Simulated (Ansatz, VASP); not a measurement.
**Cross-check of Ga4As3P (random alloy of the zinc-blende GaP-GaAs line, x = 0.75) between VASP and Ansatz**

One calculation is typed for both programs; each brings its own data sets. How far apart do they land? Of the first pair: The structure shown is the start of the Ansatz relaxation below; VASP solves that cell, so the two are compared at the walk's first step.

Calculated with Ansatz 0.2.0; plane waves, with VASP 6.6.1 beside it; PBE.

## 1. Set-up

The cell holds 64 atoms: 32 Ga, 24 As and 8 P. Cell: a = 11.380 Å, b = 11.380 Å, c = 11.380 Å, α = 90.0°, β = 90.0°, γ = 90.0°. It derives from GaP (zinc-blende GaP-GaAs), repeated 2×2×2. Zinc-blende GaP-GaAs: 64 atoms, 24 of 32 P sites given to As at random, cell and internal coordinates interpolated linearly between the end members (Vegard's rule); (so at first; earlier steps may have moved the atoms), displaced by a Gaussian of 0.02 A. Lattice constants are starting values near those of PBE.

## 2. Ansatz: relaxation, PBE

Ansatz runs on its default PAW (the set named soft_2) files.

The two programs are compared at the cell with which this relaxation starts, whose forces are those of its first step.

Contents of input.yaml:

```yaml
crystal:
  lattice:
    - [11.38, 0.0, 0.0]
    - [0.0, 11.38, 0.0]
    - [0.0, 0.0, 11.38]
  atoms:
    - { symbol: Ga, position: [0.99927, 0.9999, 0.99625] }
    - { symbol: As, position: [0.12788, 0.12185, 0.12352] }
    - { symbol: Ga, position: [0.00088, 0.24781, 0.24814] }
    - { symbol: As, position: [0.1234, 0.37597, 0.37903] }
    - { symbol: Ga, position: [0.25007, 0.99804, 0.25095] }
    - { symbol: As, position: [0.37395, 0.12497, 0.37707] }
    - { symbol: Ga, position: [0.24869, 0.25002, 0.99846] }
    - { symbol: As, position: [0.37473, 0.37545, 0.12326] }
    - { symbol: Ga, position: [0.9994, 0.99958, 0.49888] }
    - { symbol: As, position: [0.12291, 0.1225, 0.62473] }
    - { symbol: Ga, position: [0.99953, 0.25392, 0.74572] }
    - { symbol: As, position: [0.1252, 0.37565, 0.87739] }
    - { symbol: Ga, position: [0.25088, 0.99852, 0.75] }
    - { symbol: As, position: [0.37595, 0.12445, 0.87636] }
    - { symbol: Ga, position: [0.24672, 0.25304, 0.50258] }
    - { symbol: As, position: [0.37441, 0.37607, 0.62508] }
    - { symbol: Ga, position: [0.99854, 0.50015, 0.00176] }
    - { symbol: As, position: [0.12433, 0.62434, 0.12487] }
    - { symbol: Ga, position: [0.00076, 0.75225, 0.24888] }
    - { symbol: P, position: [0.12589, 0.87538, 0.37173] }
    - { symbol: Ga, position: [0.24926, 0.49977, 0.24993] }
    - { symbol: As, position: [0.37557, 0.62141, 0.37508] }
    - { symbol: Ga, position: [0.24881, 0.74747, 0.00092] }
    - { symbol: As, position: [0.37629, 0.87385, 0.12648] }
    - { symbol: Ga, position: [0.99933, 0.50012, 0.49807] }
    - { symbol: P, position: [0.12778, 0.62033, 0.62484] }
    - { symbol: Ga, position: [0.00122, 0.74643, 0.74967] }
    - { symbol: As, position: [0.12486, 0.87645, 0.87719] }
    - { symbol: Ga, position: [0.24929, 0.49757, 0.7524] }
    - { symbol: P, position: [0.37714, 0.62419, 0.87562] }
    - { symbol: Ga, position: [0.25067, 0.751, 0.50036] }
    - { symbol: P, position: [0.37747, 0.87195, 0.62683] }
    - { symbol: Ga, position: [0.50067, 0.99962, 0.00206] }
    - { symbol: As, position: [0.62088, 0.12704, 0.12568] }
    - { symbol: Ga, position: [0.49801, 0.25076, 0.24947] }
    - { symbol: As, position: [0.62954, 0.37823, 0.37577] }
    - { symbol: Ga, position: [0.74874, 0.99897, 0.24943] }
    - { symbol: As, position: [0.87402, 0.12341, 0.37396] }
    - { symbol: Ga, position: [0.74951, 0.24909, 0.99877] }
    - { symbol: As, position: [0.87337, 0.37948, 0.12241] }
    - { symbol: Ga, position: [0.4982, 0.00076, 0.49943] }
    - { symbol: P, position: [0.62574, 0.1264, 0.62722] }
    - { symbol: Ga, position: [0.50132, 0.24825, 0.75195] }
    - { symbol: P, position: [0.6219, 0.3748, 0.87412] }
    - { symbol: Ga, position: [0.74814, 0.00104, 0.74968] }
    - { symbol: As, position: [0.87679, 0.12239, 0.87649] }
    - { symbol: Ga, position: [0.75088, 0.25022, 0.49751] }
    - { symbol: P, position: [0.87456, 0.37228, 0.62134] }
    - { symbol: Ga, position: [0.50576, 0.50171, 0.00315] }
    - { symbol: As, position: [0.62425, 0.62622, 0.12623] }
    - { symbol: Ga, position: [0.50106, 0.75001, 0.2496] }
    - { symbol: As, position: [0.62136, 0.87607, 0.37574] }
    - { symbol: Ga, position: [0.75196, 0.49952, 0.25306] }
    - { symbol: P, position: [0.87421, 0.62279, 0.37665] }
    - { symbol: Ga, position: [0.74918, 0.74779, 0.00022] }
    - { symbol: As, position: [0.87633, 0.87542, 0.12587] }
    - { symbol: Ga, position: [0.50722, 0.50144, 0.50269] }
    - { symbol: As, position: [0.62151, 0.62564, 0.62636] }
    - { symbol: Ga, position: [0.49936, 0.74846, 0.7507] }
    - { symbol: As, position: [0.62445, 0.87396, 0.87702] }
    - { symbol: Ga, position: [0.75235, 0.50053, 0.7492] }
    - { symbol: As, position: [0.8759, 0.62646, 0.87611] }
    - { symbol: Ga, position: [0.74745, 0.74941, 0.50063] }
    - { symbol: As, position: [0.87609, 0.87669, 0.62633] }
kpoints:
  mp_grid: { grid: [1, 1, 1] }
hamiltonian:
  xc: pbe
scf:
  occupations: { method: fermi_dirac, width: 0.025 }
output:
  forces: true
relax:
  f_tol: 0.04
  max_steps: 150
  cell: {}
```

On the command line:

```bash
ansatz run input.yaml --threads 4 --pin off --max-ram 8192MiB --backend cpu --events-out ev --progress --plain --runs-dir out
```

Numbers of over 12 decimals in the logs are rounded to 6 here.

What it wrote:

```text
Engine: ansatz 0.2.0, x86_64-unknown-linux-gnu
Pseudopotentials: kind: paw
Pseudopotential: Ga, paw, valence charge 13, recommended cutoff 420 eV (normal), Ga.paw.azcp
Pseudopotential: As, paw, valence charge 15, recommended cutoff 420 eV (normal), As.paw.azcp
Pseudopotential: P, paw, valence charge 5, recommended cutoff 420 eV (normal), P.paw.azcp
Functional definition: PBE
  parameter kappa = 0.804
  parameter beta = 0.066725
  exchange = pbe_x(kappa = kappa, mu = beta*pi^2/3)
  correlation = pbe_c(beta = beta)
Crystal: 64 atoms, lattice volume = 1473.760 Å³
Basis set: ecut = 420 eV, 28671 PW (Γ), exchange–correlation on 160×160×160 points (8 copies of the dense FFT grid, shifted against one another)
Bands: 490, of which v1, the nominal top of the filled ones, is band 408 counted from 1 (407 counted from 0)
Symmetry: 1 space group operations
Space group: P1 (ITA 1), of the structure as read, at distance tolerance 1.1e-4 Å
k-points: 1
Non-local potential: Ga, projectors of the file, l = 0: 2, l = 1: 2, l = 2: 3, l = 3: 1
Non-local potential: As, projectors of the file, l = 0: 2, l = 1: 2, l = 2: 3, l = 3: 1
Non-local potential: P, projectors of the file, l = 0: 2, l = 1: 2, l = 2: 2
PAW form: soft (Blöchl's): semilocal exchange-correlation on the pseudo side does not see the compensation charge
PAW one-centre angular grid: Ga, 590 points (default); XC on 64 Gauss nodes
PAW one-centre angular grid: As, 590 points (default); XC on 64 Gauss nodes
PAW one-centre angular grid: P, 110 points (default); XC on 64 Gauss nodes
Initial density: superposition of atomic densities (neutral atoms: chi_scale 0, normalization atom), corrected by the library's trained network
Initial wavefunctions: pseudopotential atomic-orbital guess
Functional: x = pbe(κ = 0.804, μ = 0.219515), c = pbe(β = 0.066725)
SCF iter   1: F=—  HF=-243666.091799 eV  |F-HF|=—  |Δ(HF+E_count)|=         —  Δρ=1.94e-3  dr2=3.74e-2  ethr=1.77e-3  ⟨swp⟩=6.0  Hψ=1754  notcnv=0  defer=6
preconditioner: auto → Resta (q_TF=auto, 2.472 Å⁻¹)  ε∞=3.7  [insulator: Δε(μ)=0.445 eV  Ē_g=14.224 eV  σ=0.025 eV  W_gap=1.00  n_scr=388 (ndim 8)  ℏωp=23.2 eV  f_vac=0.078  D(μ)=0.03/eV (n_scr^D=0)  ε∞_Penn≈3.7]
SCF iter   2: F=—  HF=-243666.049565 eV  |F-HF|=—  |Δ(HF+E_count)|=   4.22e-2  Δρ=7.73e-4  dr2=7.53e-3  ethr=4.58e-6  ⟨swp⟩=3.0  Hψ=1040  notcnv=0  defer=71
SCF iter   3: F=—  HF=-243666.050505 eV  |F-HF|=—  |Δ(HF+E_count)|=   9.40e-4  Δρ=4.80e-4  dr2=1.68e-3  ethr=9.23e-7  ⟨swp⟩=2.0  Hψ=822  notcnv=0  defer=71
SCF iter   4: F=—  HF=-243666.049356 eV  |F-HF|=—  |Δ(HF+E_count)|=   1.15e-3  Δρ=1.50e-4  dr2=2.52e-4  ethr=2.06e-7  ⟨swp⟩=2.0  Hψ=699  notcnv=0  defer=71
SCF iter   5: F=—  HF=-243666.049464 eV  |F-HF|=—  |Δ(HF+E_count)|=   1.08e-4  Δρ=3.63e-5  dr2=2.29e-5  ethr=3.08e-8  ⟨swp⟩=2.0  Hψ=822  notcnv=0  defer=71
SCF iter   6: F=—  HF=-243666.049496 eV  |F-HF|=—  |Δ(HF+E_count)|=   3.16e-5  Δρ=2.66e-5  dr2=7.50e-6  ethr=2.81e-9  ⟨swp⟩=3.0  Hψ=822  notcnv=0  defer=71
SCF iter   7: F=—  HF=-243666.049502 eV  |F-HF|=—  |Δ(HF+E_count)|=   5.80e-6  Δρ=6.29e-6  dr2=6.75e-7  ethr=9.19e-10  ⟨swp⟩=2.0  Hψ=702  notcnv=0  defer=71
SCF iter   8: F=—  HF=-243666.049503 eV  |F-HF|=—  |Δ(HF+E_count)|=   1.26e-6  Δρ=2.62e-6  dr2=1.36e-7  ethr=8.28e-11  ⟨swp⟩=3.0  Hψ=868  notcnv=0  defer=71
SCF iter   9: F=-243666.049503 eV  HF=-243666.049503 eV  |F-HF|=2.24e-9  |Δ(HF+E_count)|=   8.35e-9  Δρ=1.00e-6  dr2=1.17e-8  ethr=1.23e-11  ⟨swp⟩=4.0  Hψ=1715  notcnv=0
SCF 1 converged in 9 iterations: F = -243666.049503 eV  dr2 = 1.17e-8
  greatest PAW one-centre occupation: 0.999 electrons in one spin orbital (limit 2), on the As atom at site 49 (counted from 0), in its partial waves of l = 2
relax step   1: F+E_penalty+E_count = -243666.04950289 eV  Δ(F+E_penalty+E_count) = +0.000e0 eV  max|allowed force component| = 9.570e-1 eV/Å  Δτ_max = 0.0000 Å  P = +0.094 GPa  Ω = 1473.760 Å³  (9 SCF iters, dr2 threshold 1.00e-7 eV, accepted)
Crystal: 64 atoms, lattice volume = 1472.502 Å³
Basis set: ecut = 420 eV, 28691 PW (Γ), exchange–correlation on 160×160×160 points (8 copies of the dense FFT grid, shifted against one another)
Initial density: handed on by an earlier stage of this run
Initial wavefunctions: those handed on with the density
iter 1 solved again at ethr=4.13e-5 eV; its pass at ethr=3.10e-3 eV (dr2=3.37e-1 eV) is discarded
SCF iter   1: F=—  HF=-243666.884911 eV  |F-HF|=—  |Δ(HF+E_count)|=         —  Δρ=7.38e-3  dr2=3.38e-1  ethr=4.13e-5  ⟨swp⟩=6.0  Hψ=2027  notcnv=0  defer=2
preconditioner: auto → Resta (q_TF=auto, 2.473 Å⁻¹)  ε∞=3.7  [insulator: Δε(μ)=0.452 eV  Ē_g=14.241 eV  σ=0.025 eV  W_gap=1.00  n_scr=388 (ndim 8)  ℏωp=23.2 eV  f_vac=0.079  D(μ)=0.03/eV (n_scr^D=0)  ε∞_Penn≈3.7]
SCF iter   2: F=—  HF=-243666.835648 eV  |F-HF|=—  |Δ(HF+E_count)|=   4.93e-2  Δρ=3.71e-3  dr2=8.21e-2  ethr=4.13e-5  ⟨swp⟩=8.0  Hψ=670  notcnv=0  defer=1
[...]
atom  12  As    -0.00001039    -0.00145822    -0.00015473
  atom  13  Ga     0.00116454     0.00062473    -0.00000837
  atom  14  As    -0.00112392     0.00010793     0.00017823
  atom  15  Ga     0.00107558    -0.00089162    -0.00118236
  atom  16  As     0.00044740     0.00091804     0.00000212
  atom  17  Ga    -0.00023928     0.00034923     0.00036527
  atom  18  As     0.00005696     0.00044442    -0.00043655
  atom  19  Ga     0.00103605    -0.00056549    -0.00068806
  atom  20  P     -0.00006077     0.00025482    -0.00019039
  atom  21  Ga     0.00002233     0.00055765    -0.00039860
  atom  22  As    -0.00060607     0.00094403     0.00049676
  atom  23  Ga     0.00021042     0.00023849     0.00039813
  atom  24  As     0.00008823     0.00033467     0.00051586
  atom  25  Ga     0.00002243     0.00100737     0.00012602
  atom  26  P      0.00012980    -0.00017709    -0.00011212
  atom  27  Ga    -0.00051616    -0.00000749     0.00053948
  atom  28  As    -0.00033888     0.00013227    -0.00014679
  atom  29  Ga    -0.00107201     0.00039820     0.00002230
  atom  30  P      0.00179184    -0.00146554    -0.00014902
  atom  31  Ga    -0.00064472     0.00023122     0.00044436
  atom  32  P     -0.00045678    -0.00068937     0.00131944
  atom  33  Ga     0.00025449     0.00025471    -0.00070086
  atom  34  As     0.00053413     0.00013431    -0.00032571
  atom  35  Ga     0.00006376     0.00013045    -0.00078077
[...]
atom  57  Ga    -0.00026189    -0.00051641     0.00019083
  atom  58  As     0.00044217    -0.00048011    -0.00111729
  atom  59  Ga    -0.00033562    -0.00031472    -0.00106190
  atom  60  As    -0.00032895    -0.00050094    -0.00030751
  atom  61  Ga    -0.00005421    -0.00017290     0.00038597
  atom  62  As    -0.00122598     0.00077235     0.00020921
  atom  63  Ga     0.00083771    -0.00012776    -0.00133441
  atom  64  As     0.00006591     0.00083950     0.00079284
  max |Σ_I F_I| component: 1.89e-6 eV/Å
--- Stress (GPa, compression-positive) ---
       -0.004093      -0.000179      -0.000339
       -0.000179      -0.001492       0.000073
       -0.000339       0.000073      -0.001517
  P = ⅓ Tr σ = -0.0024 GPa (-0.024 kbar)
--- Relaxed structure (4 steps of the walk, 4 accepted, 1 SCFs on fresh bases) ---
  F+E_penalty+E_count = -243666.87496173 eV   max|allowed force component| = 1.828e-3 eV/Å   (the final SCF, on the basis selected at the relaxed cell)
  cell:  # Å, volume = 1472.0552 Å³
    - [11.376427, -0.000574442, -6.726081060342334e-5]
    - [-0.000574442, 11.375154, 7.767279683487411e-5]
    - [-6.726081060342334e-5, 7.767279683487411e-5, 11.375250]
  atoms:
    - { symbol: Ga, position: [1.000017, 0.999244, 0.999032] }
    - { symbol: As, position: [0.125179, 0.123681, 0.126302] }
    - { symbol: Ga, position: [-0.00102172, 0.250188, 0.250935] }
    - { symbol: As, position: [0.123049, 0.376827, 0.377533] }
    - { symbol: Ga, position: [0.246679, 0.994716, 0.254453] }
    - { symbol: As, position: [0.375053, 0.122727, 0.377510] }
    - { symbol: Ga, position: [0.250201, 0.249426, 0.998633] }
    - { symbol: As, position: [0.376087, 0.376010, 0.123099] }
    - { symbol: Ga, position: [1.003321, 0.996232, 0.497159] }
    - { symbol: As, position: [0.124857, 0.123825, 0.624544] }
    - { symbol: Ga, position: [0.997188, 0.253420, 0.745993] }
    - { symbol: As, position: [0.125086, 0.376862, 0.872854] }
    - { symbol: Ga, position: [0.253431, 0.997009, 0.746772] }
    - { symbol: As, position: [0.376895, 0.124794, 0.872831] }
    - { symbol: Ga, position: [0.249965, 0.250545, 0.501333] }
    - { symbol: As, position: [0.375880, 0.375808, 0.627259] }
    - { symbol: Ga, position: [1.000070, 0.500316, 0.000578697] }
    - { symbol: As, position: [0.124996, 0.625944, 0.126240] }
    - { symbol: Ga, position: [0.00105741, 0.749224, 0.257707] }
    - { symbol: P, position: [0.125084, 0.872434, 0.377790] }
    - { symbol: Ga, position: [0.249851, 0.500379, 0.250698] }
    - { symbol: As, position: [0.373107, 0.626641, 0.377510] }
    - { symbol: Ga, position: [0.253424, 0.745835, -0.00292464] }
    - { symbol: As, position: [0.373895, 0.873554, 0.125286] }
    - { symbol: Ga, position: [0.996950, 0.503094, 0.504469] }
    - { symbol: P, position: [0.125046, 0.625741, 0.624292] }
    - { symbol: Ga, position: [0.00271017, 0.746321, 0.746600] }
    - { symbol: As, position: [0.126893, 0.872679, 0.873082] }
    - { symbol: Ga, position: [0.249966, 0.506460, 0.749074] }
    - { symbol: P, position: [0.375053, 0.624779, 0.872647] }
    - { symbol: Ga, position: [0.246760, 0.752767, 0.503729] }
    - { symbol: P, position: [0.374072, 0.873659, 0.625196] }
    - { symbol: Ga, position: [0.499444, 0.999738, 0.000456909] }
    - { symbol: As, position: [0.625085, 0.125848, 0.124277] }
    - { symbol: Ga, position: [0.500480, 0.249853, 0.250779] }
    - { symbol: As, position: [0.627112, 0.374897, 0.377457] }
    - { symbol: Ga, position: [0.749705, 1.000580, 0.251021] }
    - { symbol: As, position: [0.875014, 0.124757, 0.377710] }
    - { symbol: Ga, position: [0.746054, 0.254319, 0.996960] }
    - { symbol: As, position: [0.873910, 0.375921, 0.125306] }
    - { symbol: Ga, position: [0.500307, -0.000717825, 0.507733] }
    - { symbol: P, position: [0.625054, 0.125721, 0.626229] }
    - { symbol: Ga, position: [0.506219, 0.250191, 0.750112] }
    - { symbol: P, position: [0.624944, 0.375068, 0.872686] }
    - { symbol: Ga, position: [0.747035, 0.0020848, 0.746164] }
    - { symbol: As, position: [0.873126, 0.126804, 0.873157] }
    - { symbol: Ga, position: [0.750501, 0.249496, 0.506957] }
    - { symbol: P, position: [0.873967, 0.375965, 0.625237] }
    - { symbol: Ga, position: [0.500491, 0.499843, -0.00810714] }
    - { symbol: As, position: [0.625073, 0.623566, 0.124256] }
    - { symbol: Ga, position: [0.499646, 0.749660, 0.250732] }
    - { symbol: As, position: [0.624983, 0.874605, 0.377655] }
    - { symbol: Ga, position: [0.754064, 0.503192, 0.254291] }
    - { symbol: P, position: [0.877155, 0.624813, 0.377828] }
    - { symbol: Ga, position: [0.750337, 0.749541, -0.00108932] }
    - { symbol: As, position: [0.876040, 0.873525, 0.127278] }
    - { symbol: Ga, position: [0.499763, 0.500264, 0.500625] }
    - { symbol: As, position: [0.625075, 0.624073, 0.626337] }
    - { symbol: Ga, position: [0.493795, 0.749465, 0.749175] }
    - { symbol: As, position: [0.623137, 0.874567, 0.872967] }
    - { symbol: Ga, position: [0.749557, 0.493734, 0.749889] }
    - { symbol: As, position: [0.874989, 0.622905, 0.872878] }
    - { symbol: Ga, position: [0.753041, 0.746085, 0.498126] }
    - { symbol: As, position: [0.875889, 0.873757, 0.623601] }
```

(Continued in part 2 of 2.)

[Lines on the potential files, build, host, timing and source positions are cut from VASP's logs without a mark.]

[Logs are printed without paths, hosts, clocks, repeated set-up lines and the standing remarks that a program may print on its own settings, such as how far it seeks lower states.]

[Hosts, paths, dates, database ids (printed as entryN), source tags and the programs' standing remarks are cut or masked in the printed files.]
